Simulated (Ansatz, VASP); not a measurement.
**One calculation of H, two programs**

```
H
1.0
     1.60732   -2.66340    0.00000
     1.60732    2.66340    0.00000
     0.00000    0.00000    5.99808
H
4
Direct
  0.56781 0.43219 0.99951
  0.43219 0.56781 0.00049
  0.43219 0.56781 0.49951
  0.56781 0.43219 0.50049
```

Change from the starting cell: strain -0.025 along x and y, -0.050 along z, atoms carried along.

Alike in both runs: task single point; functional LDA; k mesh 8 × 8 × 4; occupations gaussian, width 0.05 eV; no spin polarisation.

|  | VASP | Ansatz |
| --- | --- | --- |
| version | VASP 6.6.1 | Ansatz 0.2.0 |
| potentials or method | VASP PAW LDA potentials, release 64 (H) | scalar-relativistic, plane waves, PAW |
| plane-wave cutoff (eV) | 520 | 420 |
| valence electrons in the cell | 4 | 4 |

```csv
,VASP,Ansatz,Ansatz less VASP
gap on the k mesh at the Fermi level (eV),7.73,7.73,+0.007
least direct gap on the mesh (eV),7.74,7.75,+0.007
pressure (GPa),1.9,2.1,+0.17
largest component of the traceless stress (GPa),4.93,4.94,+0.011
rms of the force components (eV/Å),0.994,0.991,-0.0037
```

Atom by atom the forces differ by 0.004 eV/Å (rms over components).

Caveats: forces of over 1 eV/Å show positions far from the minimum, so gaps and moduli don't describe the material at rest. A k mesh can miss the band edges.
